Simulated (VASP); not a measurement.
Input of a VASP 6.6.1 run:

INCAR

```
PREC = Accurate
ENCUT = 520
EDIFF = 1E-7
ISMEAR = -1
SIGMA = 0.05
LREAL = False
LASPH = True
NELM = 80
ALGO = Normal
ISIF = 2
LWAVE = False
LCHARG = False
GGA = PE
IVDW = 13
NBANDS = 16
```

The input KPOINTS:

```
Automatic mesh
0
Gamma
  8 8 8
```

File POSCAR:

```
InP
1.0
    0.0000000000      2.9108316221      2.9108316221
    2.9108316221      0.0000000000      2.9108316221
    2.9108316221      2.9108316221      0.0000000000
In P
1 1
Direct
    0.0000000000      0.0000000000      0.0000000000
    0.7500000000      0.7500000000      0.7500000000
```

Potentials or basis: VASP PAW PBE potentials, release 64 (In_d, P).

Launch:

```bash
$ cat potpaw_PBE.64/In_d/POTCAR potpaw_PBE.64/P/POTCAR > POTCAR
$ mpirun -np 1 vasp_std > vasp.out
```

**Question.** What does it give for the band gap on the k mesh?

**Answer.** 0.82 eV, direct.

**Question.** Estimate the pressure.

**Answer.** 2.5 GPa.

**Question.** What does it give for the dispersion energy per atom?

**Answer.** -0.344 eV.

Caveat: spin-orbit coupling is left out, which moves the levels of the heavy elements.

**The experiment to reproduce.**

A printed reference work, data compilation reports, for a bulk crystal of InP at 1.6 K: band gap 1.4236 eV (direct).

Against the measured gap of InP, 1.4236 eV (direct; 1.6 K; a printed reference work, data compilation), the calculated 0.82 eV is off by -0.60 eV. Spin-orbit coupling on In is left out. The value is that of PBE+D4, without temperature or zero-point motion. Semilocal functionals fall short of measured gaps as a rule.
